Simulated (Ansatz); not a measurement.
## O: frozen-core PAW against all-electron methods

```
CELL_PARAMETERS angstrom
1.67495 0.96703 3.73200
-1.67495 0.96703 3.73200
0.00000 -1.93406 3.73200
ATOMIC_POSITIONS crystal
O 0.94539 0.94539 0.94539
O 0.05461 0.05461 0.05461
```

Atom numbers follow the list: O1, O2.

The cell is the one relaxed in the Materials Project (mp-610917), not relaxed further here; entries there can be hypothetical.

The magnetic state is the one reached from the start moments; no search over orders was made, so it needn't be the ground state.

Methods: DFT, PBE, PAW with Ansatz's default frozen-core files, scalar-relativistic (Ansatz 0.2.0); DFT, PBE, all-electron PAW with datasets made for the crystal, scalar-relativistic (Ansatz 0.2.0); DFT, PBE, all-electron LAPW, scalar-relativistic (Ansatz 0.2.0).

For PAW: a Γ-centred 8×8×8 k mesh, Fermi–Dirac smearing of 0.02 eV, cutoff 420 eV, spin-polarised from start moments O1 1, O2 1 μB. The crystal-made all-electron datasets (AE datasets) take a cutoff of 1000 eV at this cell. LAPW targets a basis error of 1 meV/atom. The Ansatz runs share mesh, smearing and spin set-up. Plane-wave (PAW) pressures include the program's estimate of the Pulay term.

Stress and pressure are positive in compression.

Levels count from the top of the valence band.

```
                               quantity     PAW  AE datasets    LAPW
                         pressure (GPa)    0.49         0.43    0.42
                        stress xx (GPa)    1.14         1.14    1.14
                        stress zz (GPa)   -0.81        -1.01   -1.01
                  force on O1, z (eV/Å)   0.327        0.364   0.365
                          band gap (eV)   1.282        1.302   1.301
                moment of the cell (μB)   2.000        2.000   2.000
 highest filled spin-up level at L (eV)  -0.343       -0.345  -0.345
   lowest empty spin-up level at L (eV)   9.301        9.328   9.327
highest filled spin-up level at S0 (eV)  -0.344       -0.344  -0.344
  lowest empty spin-up level at S0 (eV)   9.415        9.459   9.458
highest filled spin-up level at H2 (eV)  -0.308       -0.308  -0.308
  lowest empty spin-up level at H2 (eV)   9.321        9.365   9.365
```

PAW's pressure differs from the LAPW value by +0.07 GPa.
